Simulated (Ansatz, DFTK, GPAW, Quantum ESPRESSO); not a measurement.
**Ta: programs and potentials compared**

```
Ta
1.0
    -1.65128    1.65128    1.65128
     1.65128   -1.65128    1.65128
     1.65128    1.65128   -1.65128
Ta
1
Direct
  0.00000 0.00000 0.00000
```

Alike in all runs: task band structure; functional PBEsol; k mesh 11 × 11 × 11; occupations fermi-dirac, width 0.05 eV; no spin polarisation; no spin-orbit coupling. Pressure is positive in compression and, in plane waves, holds the error of the finite cutoff, which Ansatz's Pulay term estimates and takes out.

```tsv
program and potentials	plane-wave cutoff (eV)	notes	pressure (GPa)
Ansatz, Ansatz PAW	420	potentials made for PBE, which Ansatz adapts in part; Pulay term of +0.05 GPa included	-4.33
Ansatz, all-electron LAPW, scalar-relativistic	-	-	-4.40
GPAW, PAW data sets generated for this functional	600	-	-4.04
Quantum ESPRESSO, PseudoDojo 0.4.1 SR PBEsol standard	789	-	?
DFTK, SPMS 1.0 (PBE)	816	potentials made for PBE	-3.79
```

**Question.** Estimate from the other rows what the run with Quantum ESPRESSO, PseudoDojo 0.4.1 SR PBEsol standard gave.

**Answer.** Pressure -4.21 GPa. The other rows, which needn't bracket it: pressure -4.40 to -3.79.
